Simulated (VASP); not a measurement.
Write the native input for VASP 6.6.1 that does the following.

- Task: relaxation of shape and atoms at fixed volume
- Functional: PBE
- Potentials or basis: VASP PAW PBE potentials, release 64 (Zn, O)
- Cutoff: 600 eV
- k mesh: 9 × 9 × 5
- Occupations: gaussian, width 0.03 eV
- Spin: no spin polarisation
- Further INCAR settings: ALGO = Fast; EDIFF = 1e-07; IBRION = 2; EDIFFG = -0.01; NSW = 40; ISIF = 4

The structure of ZnO (zincite) lies in POSCAR:

```
ZnO                                     
1.0
    3.2194104384     -0.0000000000      0.0000000000
   -1.6097052192      2.7880912248      0.0000000000
    0.0000000000     -0.0000000000      5.1921882732
  Zn              O             
     2     2
Direct
     0.3333333332999970    0.6666666667000030    0.4998270072482157
     0.6666666667000030    0.3333333332999970    0.9998270072482157
     0.6666666667000030    0.3333333332999970    0.3791829927517852
     0.3333333332999970    0.6666666667000030    0.8791829927517852
```

The cell isn't the ideal one: a relaxed cell with its volume scaled by 0.94.

These files were run (other wordings do the same):

INCAR

```
SYSTEM = ZnO
PREC = Accurate ; ENCUT = 600
EDIFF = 1E-7 ; ISMEAR = 0
SIGMA = 0.03 ; LREAL = .FALSE.
LASPH = .TRUE. ; NELM = 80
ALGO = Fast ; ISIF = 4
LWAVE = .FALSE. ; LCHARG = .FALSE.
GGA = PE ; IBRION = 2
NSW = 40 ; EDIFFG = -0.01
```

KPOINTS

```
regular mesh
0
G
  9 9 5
  0 0 0
```

Potentials or basis: VASP PAW PBE potentials, release 64 (Zn, O).

Command:

```bash
$ cat potpaw_PBE.64/Zn/POTCAR potpaw_PBE.64/O/POTCAR > POTCAR
$ mpirun -np 1 vasp_std > vasp.out
```

It gave:

- Pressure after relaxing: 9.2 GPa
- Largest force after relaxing: 0.006 eV/Å
- Band gap on the k mesh: 0.81 eV, direct

Caveat: the relaxation stopped at its first step, so nothing moved.

It took 45 s on 1 thread of Intel(R) Xeon(R) Platinum 8375C CPU @ 2.90GHz (Ice Lake), with other jobs on the host, peak memory 0.19 GiB.
